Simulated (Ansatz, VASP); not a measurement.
# Rh: VASP beside Ansatz

Contents of INCAR:

```
SYSTEM = Rh
PREC = Accurate
ENCUT = 600
EDIFF = 1E-7
ISMEAR = 0
SIGMA = 0.1
LREAL = .False.
LASPH = .True.
NELM = 60
ALGO = Normal
ISIF = 3
LWAVE = .False.
LCHARG = .False.
GGA = PS
IBRION = 2
NSW = 80
EDIFFG = -0.003
```

File KPOINTS:

```
Automatic mesh
0
Gamma
  24 24 24
  0 0 0
```

POSCAR

```
Rh
1.0
    0.0000000000      1.9000000000      1.9000000000
    1.9000000000      0.0000000000      1.9000000000
    1.9000000000      1.9000000000      0.0000000000
Rh
1
Direct
    0.0000000000      0.0000000000      0.0000000000
```

Input for Ansatz:

```yaml
crystal:
  lattice:
    - [0.0, 1.9, 1.9]
    - [1.9, 0.0, 1.9]
    - [1.9, 1.9, 0.0]
  atoms:
    - { symbol: Rh, position: [0.0, 0.0, 0.0] }
scf:
  occupations: { method: gaussian, width: 0.1 }
output:
  forces: true
  stress: true
  eigenvalues: true
  write_density: true
  write_potential: true
  elf: true
  volumetric_format: npy
hamiltonian:
  xc: pbesol
relax:
  f_tol: 0.003
  max_steps: 60
  cell: { stress_tol: 0.02 }
kpoints:
  mp_grid: { grid: [24, 24, 24] }
```

Alike in both runs: task relaxation of cell and atoms; functional PBEsol; k mesh 24 × 24 × 24; occupations gaussian, width 0.1 eV; no spin polarisation.

|  | VASP | Ansatz |
| --- | --- | --- |
| version | VASP 6.6.1 | Ansatz 0.2.0 |
| potentials or method | VASP PAW PBE potentials, release 64 (Rh_pv) | scalar-relativistic, plane waves, PAW |
| plane-wave cutoff (eV) | 600 | 420 |
| valence electrons in the cell | 15 | 17 |

```csv
,VASP,Ansatz,Ansatz less VASP
"gap on the k mesh at the Fermi level, each at its own relaxed structure (eV)",none,none,-
relaxed volume (Å³/atom),13.49,13.50,+0.009
relaxed cell length with the largest relative difference (Å),2.672,2.673,+0.0006
energy change over the relaxation (meV/atom),-3,-3,+0.3
```

A gap of «none» marks a metal or a gap that the smearing closes. The two sets of potentials don't hold the same shells in valence.

Caveats: the PAW data sets were made with another functional, which shifts forces and pressure a little (VASP).
